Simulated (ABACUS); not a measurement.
Al:

```
Al
1.0
     0.00000    2.02481    2.02481
     2.02481    0.00000    2.02481
     2.02481    2.02481    0.00000
Al
1
Direct
  0.00000 0.00000 0.00000
```

| Property | Result |
| --- | --- |
| Program | ABACUS 3.10.1 |
| Task | relaxation of cell and atoms |
| Functional | revTPSS |
| Potentials or basis | SG15 ONCV 1.2 PBE |
| Cutoff | 939 eV |
| Density cutoff | 3755 eV |
| Basis | plane waves |
| k mesh | 7 × 7 × 7 |
| Occupations | fermi-dirac, width 0.05 eV |
| Spin | no spin polarisation |

At the start: pressure -4.7 GPa; volume 16.60 Å³/atom.

Problem. How do energy, volume and symmetry change on relaxing?

Solution. Over 12 steps the energy falls by 11.0 meV/atom and the volume is 15.79 Å³/atom (-4.9 %); space group Fm-3m (No. 225, to 0.05 Å).

Step by step:
| step | energy change (eV) | largest force (eV/Å) | pressure (GPa) | volume (Å³) |
| --- | --- | --- | --- | --- |
| 1 | 0.0000 | 0.0000 | -4.66 | 16.60 |
| 2 | -0.0056 | 0.0000 | -3.45 | 16.36 |
| 3 | -0.0107 | 0.0000 | -1.12 | 15.96 |
| 4 | 0.1061 | 0.0000 | 0.59 | 15.51 |
| 5 | 0.1060 | 0.0000 | 0.55 | 15.52 |
| 6 | 0.1060 | 0.0000 | 0.45 | 15.53 |
| 7 | 0.1059 | 0.0000 | 0.32 | 15.55 |
| 8 | -0.0096 | 0.0000 | 1.42 | 15.57 |
| 9 | -0.0100 | 0.0000 | 1.16 | 15.61 |
| 10 | -0.0104 | 0.0000 | 0.81 | 15.66 |
| 11 | -0.0108 | 0.0000 | 0.41 | 15.72 |
| 12 | -0.0110 | 0.0000 | -0.08 | 15.79 |

Final structure:
```
CELL_PARAMETERS angstrom
0.00000 1.99137 1.99137
1.99137 0.00000 1.99137
1.99137 1.99137 0.00000
ATOMIC_POSITIONS crystal
Al 0.00000 0.00000 0.00000
```

Caveat: the k mesh is coarse (spacing up to 0.38 Å⁻¹), so the values aren't converged; the potentials were made for another functional, which shifts forces and pressure.
